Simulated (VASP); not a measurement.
**Hf2N: relaxation of the atoms with LDA**

The system is Hf2N.

```xyz
3
Lattice="3.0802 0.0000 0.0000 -1.5401 2.6675 0.0000 0.0000 0.0000 5.8821" Properties=species:S:1:pos:R:3 pbc="T T T"
Hf    0.0000    0.0000    4.3965
Hf    0.0000    0.0000    1.4856
N     1.5401    0.8892    2.9411
```

The cell was built by a generator and needn't be a form met in nature.

```
Program                : VASP 6.6.1
Task                   : relaxation of the atoms
Functional             : LDA
Potentials or basis    : VASP PAW LDA potentials, release 64 (Hf_pv, N)
Cutoff                 : 520 eV
k mesh                 : 10 × 10 × 5
Occupations            : gaussian, width 0.05 eV
Spin                   : no spin polarisation
Further INCAR settings : ALGO = Normal; EDIFF = 1e-06; IBRION = 2; EDIFFG = -0.02; NSW = 60
```

| Property | Result |
| --- | --- |
| Energy gained by relaxing | 3.0 meV/atom |
| Ionic steps | 3 |
| Pressure after relaxing | -9.7 GPa |
| Band gap on the k mesh | none (metal or under the smearing width) |

Stress tensor (GPa, compression positive):
```
-9.79  0.00  0.00
 0.00 -9.79  0.00
 0.00  0.00 -9.40
```

The path:
| step | energy change (eV) | largest force (eV/Å) | pressure (GPa) |
| --- | --- | --- | --- |
| 1 | 0.0000 | 0.5070 | -10.95 |
| 2 | -0.0074 | 0.2114 | -9.12 |
| 3 | -0.0089 | 0.0004 | -9.66 |

Final structure:
```xyz
3
Lattice="3.0802 0.0000 0.0000 -1.5401 2.6675 0.0000 0.0000 0.0000 5.8821" Properties=species:S:1:pos:R:3 pbc="T T T"
Hf   -1.5401    2.6675    4.3791
Hf   -1.5401    2.6675    1.5030
N     1.5401    0.8892    2.9411
```

Levels at points of the mesh, in eV from the Fermi level:
```csv
k point,band 10,band 11,band 12,band 13,band 14,band 15
"(0.00, 0.00, 0.00)",-3.25,-3.25,-1.86,1.79,1.84,1.84
"(0.50, 0.00, 0.00)",-3.68,-1.74,-1.09,-0.09,0.48,3.55
"(0.50, 0.50, 0.00)",-3.68,-1.74,-1.09,-0.09,0.48,3.55
```

Wall time 3.6 min on 1 thread of AMD EPYC 7R43 64-Core Processor (Zen 3) (shared host), peak memory 0.15 GiB.

The run has no spin-orbit coupling, so splittings on Hf are missing.
